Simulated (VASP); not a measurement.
A run of VASP 6.6.1 is set up as follows.

The input INCAR:

```
PREC = Accurate
ENCUT = 600
EDIFF = 1E-6
ISMEAR = 0
SIGMA = 0.03
LREAL = F
LASPH = T
NELM = 80
ALGO = Normal
ISIF = 3
LWAVE = F
LCHARG = F
GGA = PE
IBRION = 2
NSW = 90
EDIFFG = -0.01
```

KPOINTS

```
Automatic mesh
0
Gamma
  10 10 10
```

POSCAR

```
Ge
1.0
    0.0000000000      2.8289100000      2.8289100000
    2.8289100000      0.0000000000      2.8289100000
    2.8289100000      2.8289100000      0.0000000000
Ge
2
Direct
    0.0000000000      0.0000000000      0.0000000000
    0.2500000000      0.2500000000      0.2500000000
```

Potentials or basis: VASP PAW PBE potentials, release 64 (Ge_d).

Run with:

```console
$ cat potpaw_PBE.64/Ge_d/POTCAR > POTCAR
$ mpirun -np 1 vasp_std > vasp.out
```

(1) Estimate the band gap on the k mesh.

(2) Estimate the relaxed cell.

## Answers

(1) none (metal or under the smearing width).

(2) a = 4.070 Å, b = 4.070 Å, c = 4.070 Å, α = 60.00°, β = 60.00°, γ = 60.00°.

Caveat: this crystal is a semiconductor, whose small gap the functional closes, so the metal is an error of the method.
